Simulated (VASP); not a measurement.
Set up this calculation in VASP 6.6.1, as the native input.

- Task: relaxation of cell and atoms
- Functional: PBE
- Potentials or basis: VASP PAW PBE potentials, release 64 (C)
- Cutoff: 520 eV
- k mesh: 14 × 14 × 14
- Occupations: gaussian, width 0.02 eV
- Spin: no spin polarisation
- Further INCAR settings: ALGO = Fast; EDIFF = 1e-07; IBRION = 2; EDIFFG = -0.002; NSW = 80; ISIF = 3

The structure of C lies in POSCAR:

```
C                                       
1.0
   -0.0000000000      1.7867104381      1.7867104381
    1.7867104381      0.0000000000      1.7867104381
    1.7867104381      1.7867104381     -0.0000000000
  C             
     2
Direct
     0.0000000000000000    0.0000000000000000    0.0000000000000000
     0.2500000000000000    0.2500000000000000    0.2500000000000000
```

This isn't the form of C at room conditions, which is graphite.

One way to write it, as run:

INCAR

```
PREC = Accurate ; ENCUT = 520
EDIFF = 1E-7 ; ISMEAR = 0
SIGMA = 0.02 ; LREAL = F
LASPH = T ; NELM = 60
ALGO = Fast ; ISIF = 3
LWAVE = F ; LCHARG = F
GGA = PE ; IBRION = 2
NSW = 80 ; EDIFFG = -0.002
KPAR = 4
```

KPOINTS

```
regular mesh
0
Gamma
  14 14 14
```

Potentials or basis: VASP PAW PBE potentials, release 64 (C).

Launch:

```sh
$ cat potpaw_PBE.64/C/POTCAR > POTCAR
$ mpirun -np 4 vasp_std > vasp.out
```

It gave:

| Item | Value |
| --- | --- |
| Pressure after relaxing | 0.0 GPa |
| Band gap on the k mesh | 4.12 eV, indirect (least direct gap 5.57 eV) |

Caveat: the relaxation stopped at its first step, so nothing moved.

It took 4.2 s on 4 MPI ranks on Intel(R) Xeon(R) Platinum 8488C (Sapphire Rapids), with other jobs on the host, peak memory 0.12 GiB a rank.
